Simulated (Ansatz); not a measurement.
## Li: energy less free atoms and pressure as volume scale varies

Results calculated with Ansatz 0.2.0, not measured. Periodic Kohn-Sham DFT of a crystal at fixed atoms, scaled to volume_scale times the given cell; pressure positive in compression, energy less spherical unpolarised free atoms, largest_vzz the field gradient of largest size among the nuclei.

The cell before it is scaled or strained (space group Fm-3m, No. 225):
```
cell vectors (Å)
   0.0000     2.2020     2.2020
   2.2020     0.0000     2.2020
   2.2020     2.2020     0.0000
atoms (fractions of the cell vectors)
Li  0.00000  0.00000  0.00000
```

Settings of every row: method all-electron LAPW; functional LDA; relativity scalar; k mesh 16x16x16; filling fermi-dirac; smearing width 0.05 eV; basis error target 0.5 meV/atom; nucleus gaussian.

Atom start moment: 0 on all atoms.

```
row  volume scale  V (Å³/atom)  energy less free atoms (eV/atom)  pressure (GPa)
  1          0.94       20.073                           -2.0417          -0.785
  2          0.96         20.5                           -2.0393          -1.035
  3          0.98       20.927                           -2.0362          -1.261
  4          0.99       21.141                           -2.0345          -1.367
  5             1       21.354                           -2.0326          -1.467
  6          1.01       21.568                                 ?               ?
  7          1.02       21.781                           -2.0284          -1.655
  8          1.04       22.208                           -2.0238          -1.825
  9          1.06       22.635                           -2.0187           -1.98
```

Question: what energy less free atoms and pressure should row 6 give?

Worked fit of energy less free atoms. Take u = (V_r/V)^(2/3) − 1 with V_r = 21.247 Å³ an atom, which is twice the finite (Eulerian) strain; such expansions in the strain, on which the Birch-Murnaghan equation of state is built, carry the rest volume and the bulk modulus. The shown rows have u = 0.03862, 0.02415, 0.01017, 0.00334, -0.00334, -0.01641, -0.02906, -0.04131. Least squares give energy less free atoms = −2.03355 − 0.2826 × u + 1.857 × u² eV/atom; a straight line predicts inner rows, each left out in turn, worse (root mean square 0.00095 against 2.9e-05 eV/atom). All shown rows lie on it to the printed digit. The withheld row has u = -0.00995, so the fit gives −2.03355 − 0.2826 × (-0.00995) + 1.857 × (-0.00995)² = -2.0306 eV/atom.

The calculation gave -2.0306 eV/atom. The fit meets it to the printed digit.

Worked fit of pressure. Take u = (V_r/V)^(2/3) − 1 with V_r = 21.247 Å³ an atom, which is twice the finite (Eulerian) strain; such expansions in the strain, on which the Birch-Murnaghan equation of state is built, carry the rest volume and the bulk modulus. The shown rows have u = 0.03862, 0.02415, 0.01017, 0.00334, -0.00334, -0.01641, -0.02906, -0.04131. Least squares give pressure = −1.4175 + 15.035 × u + 34.5 × u² GPa; a straight line predicts inner rows, each left out in turn, worse (root mean square 0.018 against 0.00047 GPa). The rows lie off it by 0.000, -0.001, 0.000, 0.000, 0.000, 0.000, 0.000, 0.000. The withheld row has u = -0.00995, so the fit gives −1.4175 + 15.035 × (-0.00995) + 34.5 × (-0.00995)² = -1.564 GPa.

The calculation gave -1.563 GPa. The fit lies 0.001 GPa (0.084 % of the column's range) below it, one unit of the last digit.
